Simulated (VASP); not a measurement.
# In₃As: restarted molecular dynamics, 2 variants

In₃As, Pm-3m (no. 221), 12 atoms in the cell. PBE, molecular dynamics; PAW potentials In, As (PBE set).

| Restart from | Temperature at the end (K) | The same without a restart (K) | Potential energy at the end (eV/atom) | The same without a restart (eV/atom) | Electronic steps in the first step after the restart | Time (s) |
|---|---|---|---|---|---|---|
| CONTCAR with velocities, WAVECAR read | 561.0 | 561.0 | -2.97038 | -2.97038 | 4 | 527 |
| CONTCAR with velocities, no WAVECAR | 561.0 | 561.0 | -2.97038 | -2.97038 | 16 | 548 |

Limits: 180 fs of 12 atoms are too short for converged averages; the cell is only 4.7 Å across, so each atom moves in step with near copies of itself.

## Input of the first row

INCAR.step1:
```
SYSTEM = In3As
ALGO     = Fast           ! electronic algorithm
EDIFF    = 1E-6           ! SCF threshold, eV
ENCUT    = 210            ! plane-wave cutoff, eV
GGA      = PE             ! functional
IBRION   = 0              ! ionic algorithm
ISIF     = 2              ! what is computed and relaxed
ISMEAR   = -1             ! smearing method
ISYM     = 0            
KPAR     = 2            
LASPH    = .True.         ! aspherical terms in the spheres
LCHARG   = .False.        ! write CHGCAR
LREAL    = Auto         
LWAVE    = .True.         ! write WAVECAR
MDALGO   = 4            
NELM     = 60             ! most SCF steps
NELMIN   = 4            
NHC_NCHAINS= 3            
NHC_PERIOD= 30           
NSW      = 30             ! ionic steps
POTIM    = 3.0            ! step
PREC     = Normal         ! precision mode
RANDOM_SEED= 693680 0 0   
SIGMA    = 0.05           ! smearing width, eV
TEBEG    = 600           
```

INCAR.step2, as INCAR.step1 but for:
```
- LWAVE = .True.
+ LWAVE = .False.
```

KPOINTS:
```
k-points
0
Gamma
  3 3 1
```

POSCAR.step1:
```
In3As
1.0
    4.6716810000      0.0000000000      0.0000000000
    0.0000000000      4.6716810000      0.0000000000
    0.0000000000      0.0000000000     14.0150430000
In As
9 3
Direct
    0.5000000000      0.5000000000      0.0000000000
    0.5000000000      0.5000000000      0.3333333333
    0.5000000000      0.5000000000      0.6666666667
    0.5000000000      0.0000000000      0.1666666667
    0.5000000000      0.0000000000      0.5000000000
    0.5000000000      0.0000000000      0.8333333333
    0.0000000000      0.5000000000      0.1666666667
    0.0000000000      0.5000000000      0.5000000000
    0.0000000000      0.5000000000      0.8333333333
    0.0000000000      0.0000000000      0.0000000000
    0.0000000000      0.0000000000      0.3333333333
    0.0000000000      0.0000000000      0.6666666667
```

Commands (each step's output is kept before the next begins):
```
cat potpaw_PBE.64/In/POTCAR potpaw_PBE.64/As/POTCAR > POTCAR
cp INCAR.step1 INCAR
cp POSCAR.step1 POSCAR
mpirun -np 2 vasp_std > vasp.out
cp CONTCAR POSCAR
cp INCAR.step2 INCAR
mpirun -np 2 vasp_std > vasp.out
```

Changes of the last row against the first:
```
(step 1)
- LWAVE = True
+ LWAVE = False
```

VASP 6.6.1 took 527 s on 2 cores (AMD EPYC 7R43 (Zen 3)), a shared host.
